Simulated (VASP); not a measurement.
# Ru (P6_3/mmc) in VASP: a series of runs, part 2 of 2

VASP 6.6.1.

## 3. Relaxation of cell and atoms, RPBE

Contents of INCAR:

```
SYSTEM = Ru
  PREC = Accurate
  ENCUT = 600
  EDIFF = 1E-6
  ISMEAR = -1
  SIGMA = 0.05
  LREAL = .FALSE.
  LASPH = .TRUE.
  NELM = 100
  ALGO = Normal
  ISIF = 3
  LWAVE = .FALSE.
  LCHARG = .FALSE.
  GGA = RP
  IBRION = 2
  NSW = 40
  EDIFFG = -0.005
```

Contents of KPOINTS:

```
Automatic mesh
0
G
  11 11 6
  0 0 0
```

Contents of POSCAR:

```
Ru
1.0
    2.7058000000      0.0000000000      0.0000000000
   -1.3529000000      2.3432915376      0.0000000000
    0.0000000000      0.0000000000      4.2819000000
Ru
2
Direct
    0.6666666667      0.3333333333      0.7500000000
    0.3333333333      0.6666666667      0.2500000000
```

Potentials or basis: VASP PAW PBE potentials, release 64 (Ru_pv).

The run is started by

```bash
$ cat potpaw_PBE.64/Ru_pv/POTCAR > POTCAR
$ mpirun -np 1 vasp_std > vasp.out
```

Wall time 93 s (1 thread of Intel Xeon Platinum 8488C (Sapphire Rapids), shared host); peak memory 0.18 GiB.

The run converged. Its results:

```yaml
Free_energy: -17.1723 eV
Relaxed_volume: 13.96 Å³/atom
Relaxed_cell: a = 2.732 Å, b = 2.732 Å, c = 4.319 Å, α = 90.00°, β = 90.00°, γ = 120.00°
Space_group_after_relaxing_to_0.05_Å: P6_3/mmc (No. 194)
Energy_gained_by_relaxing: 10.5 meV/atom
Ionic_steps: 6
Pressure_after_relaxing: 0.0 GPa
Band_gap_on_the_k_mesh: none (metal or under the smearing width)
```

The path:
```
step  energy change (eV)  largest force (eV/Å)  pressure (GPa)  volume (Å³)
   1              0.0000                0.0000            8.95        27.15
   2              0.1309                0.0000          -19.36        30.24
   3             -0.0209                0.0000           -0.26        27.95
   4             -0.0209                0.0000            0.00        27.92
   5             -0.0209                0.0000           -0.03        27.93
   6             -0.0209                0.0000           -0.02        27.92
```

Final structure:
```
Ru
1.0
     2.73229    0.00000    0.00000
    -1.36615    2.36623    0.00000
     0.00000    0.00000    4.31925
Ru
2
Direct
  0.66667 0.33333 0.75000
  0.33333 0.66667 0.25000
```

Levels at points of the mesh, in eV from the Fermi level:
```
           k point  band 11  band 12  band 13  band 14  band 15  band 16  band 17  band 18
(0.00, 0.00, 0.00)    -2.24    -1.77    -1.77    -1.28    -1.28     1.19     1.19     1.35
(0.00, 0.00, 0.50)    -2.58    -2.58    -2.54    -2.54     0.58     0.58     0.58     0.58
```

Caveat: the PAW data sets were made with another functional, which shifts forces and pressure a little.

## 4. Relaxation of cell and atoms, revPBE

Contents of INCAR:

```
SYSTEM = Ru
ALGO     = Fast           ! electronic algorithm
EDIFF    = 1E-7           ! SCF threshold, eV
EDIFFG   = -0.02          ! ionic threshold
ENCUT    = 600            ! plane-wave cutoff, eV
GGA      = RE             ! functional
IBRION   = 2              ! ionic algorithm
ISIF     = 3              ! what is computed and relaxed
ISMEAR   = -1             ! smearing method
LASPH    = .True.         ! aspherical terms in the spheres
LCHARG   = .False.        ! write CHGCAR
LREAL    = .False.        ! projectors in reciprocal space
LWAVE    = .False.        ! write WAVECAR
NELM     = 100            ! most SCF steps
NSW      = 40             ! ionic steps
PREC     = Accurate       ! precision mode
SIGMA    = 0.05           ! smearing width, eV
```

Contents of KPOINTS:

```
k-points
0
Gamma
  11 11 6
  0 0 0
```

POSCAR is that of step 3.

The run is started by

```bash
$ cat potpaw_PBE.64/Ru_pv/POTCAR > POTCAR
$ mpirun -np 1 vasp_std > vasp.out
```

Run time: 1.7 min. Hardware: 1 thread of Intel Xeon Platinum 8488C (Sapphire Rapids), shared host; peak memory 0.18 GiB.

Results (log left out):

| Quantity | Value |
| --- | --- |
| Free energy | -17.4465 eV |
| Relaxed volume | 13.90 Å³/atom |
| Relaxed cell | a = 2.729 Å, b = 2.729 Å, c = 4.312 Å, α = 90.00°, β = 90.00°, γ = 120.00° |
| Space group after relaxing (to 0.05 Å) | P6_3/mmc (No. 194) |
| Energy gained by relaxing | 7.7 meV/atom |
| Ionic steps | 5 |
| Pressure after relaxing | 0.0 GPa |
| Band gap on the k mesh | none (metal or under the smearing width) |

Stress tensor (GPa, compression positive):
```
-0.06  0.00  0.00
 0.00 -0.06  0.00
 0.00  0.00  0.12
```

The path:
```
step  energy change (eV)  largest force (eV/Å)  pressure (GPa)  volume (Å³)
   1              0.0000                0.0000            7.66        27.15
   2              0.0996                0.0000          -17.39        29.78
   3             -0.0153                0.0000           -0.20        27.82
   4             -0.0153                0.0000            0.01        27.81
   5             -0.0153                0.0000            0.00        27.81
```

Final structure:
```yaml
crystal:
  lattice:
    - [2.72888, 0.00000, 0.00000]
    - [-1.36444, 2.36328, 0.00000]
    - [0.00000, 0.00000, 4.31200]
  atoms:
    - { symbol: Ru, position: [0.66667, 0.33333, 0.75000] }
    - { symbol: Ru, position: [0.33333, 0.66667, 0.25000] }
```

Levels at points of the mesh, in eV from the Fermi level:
| k point | band 12 | band 13 | band 14 | band 15 | band 16 | band 17 |
| --- | --- | --- | --- | --- | --- | --- |
| (0.00, 0.00, 0.00) | -1.78 | -1.78 | -1.29 | -1.29 | 1.20 | 1.20 |
| (0.00, 0.00, 0.50) | -2.60 | -2.56 | -2.56 | 0.58 | 0.58 | 0.58 |

Caveat: the PAW data sets were made with another functional, which shifts forces and pressure a little.

## 5. Relaxation of cell and atoms, BLYP

Contents of INCAR:

```
AGGAC = 1.0
AGGAX = 1.0
ALDAC = 0.0
ALDAX = 1.0
ALGO = Normal
EDIFF = 1E-7
EDIFFG = -0.01
ENCUT = 600
GGA = B5
IBRION = 2
ISIF = 3
ISMEAR = -1
LASPH = T
LCHARG = F
LREAL = F
LWAVE = F
NELM = 60
NSW = 60
PREC = Accurate
SIGMA = 0.05
```

Contents of KPOINTS:

```
k-points
0
Gamma
  11 11 6
```

POSCAR is that of step 4.

The run is started by

```bash
$ cat potpaw_PBE.64/Ru_pv/POTCAR > POTCAR
$ mpirun -np 1 vasp_std > vasp.out
```

Wall time 4.1 min (1 thread of Intel Xeon Platinum 8488C (Sapphire Rapids), shared host); peak memory 0.18 GiB.

Results (log left out):

```
Free energy                            : -15.8466 eV
Relaxed volume                         : 14.45 Å³/atom
Relaxed cell                           : a = 2.766 Å, b = 2.766 Å, c = 4.364 Å, α = 90.00°, β = 90.00°, γ = 120.00°
Space group after relaxing (to 0.05 Å) : P6_3/mmc (No. 194)
Energy gained by relaxing              : 50.7 meV/atom
Ionic steps                            : 9
Pressure after relaxing                : 0.0 GPa
Band gap on the k mesh                 : none (metal or under the smearing width)
```

Step by step:
| step | energy change (eV) | largest force (eV/Å) | pressure (GPa) | volume (Å³) |
| --- | --- | --- | --- | --- |
| 1 | 0.0000 | 0.0000 | 19.67 | 27.15 |
| 2 | 0.4853 | 0.0000 | -29.62 | 34.24 |
| 3 | -0.1008 | 0.0000 | -1.15 | 29.03 |
| 4 | -0.1013 | 0.0000 | -0.11 | 28.92 |
| 5 | -0.1013 | 0.0000 | 0.22 | 28.88 |
| 6 | -0.1015 | 0.0000 | 0.22 | 28.89 |
| 7 | -0.1015 | 0.0000 | 0.23 | 28.88 |
| 8 | -0.1014 | 0.0000 | -0.42 | 28.95 |
| 9 | -0.1015 | 0.0000 | -0.01 | 28.91 |

Final structure:
```yaml
crystal:
  lattice:
    - [2.76581, 0.00000, 0.00000]
    - [-1.38291, 2.39527, 0.00000]
    - [0.00000, 0.00000, 4.36368]
  atoms:
    - { symbol: Ru, position: [0.66667, 0.33333, 0.75000] }
    - { symbol: Ru, position: [0.33333, 0.66667, 0.25000] }
```

Levels at points of the mesh, in eV from the Fermi level:
```csv
k point,band 12,band 13,band 14,band 15,band 16,band 17
"(0.00, 0.00, 0.00)",-1.70,-1.70,-1.25,-1.25,1.12,1.12
"(0.00, 0.00, 0.50)",-2.47,-2.35,-2.35,0.52,0.52,0.52
```

Caveat: the PAW data sets were made with another functional, which shifts forces and pressure a little. BLYP gives volumes clearly too large for solids.

## 6. Overview

```tsv
task	level	cell	cutoff (eV)	smearing	gap on the mesh (eV)	pressure (GPa)	relaxed volume (Å³/atom)
single point	PBE	as given	520	gaussian 0.011 eV	none	4.4	-
relaxation of cell and atoms	RPBE	relaxed	600	fermi-dirac 0.05 eV	none	0.0	13.96
relaxation of cell and atoms	revPBE	relaxed	600	fermi-dirac 0.05 eV	none	0.0	13.90
relaxation of cell and atoms	BLYP	relaxed	600	fermi-dirac 0.05 eV	none	0.0	14.45
```

Alike in all rows: potentials or basis VASP PAW PBE potentials, release 64 (Ru_pv); no spin polarisation; k mesh 11 × 11 × 6.

Caveats: the PAW data sets were made with another functional, which shifts forces and pressure a little (some runs).

Absolute energies hang on the potentials; compare differences alone.
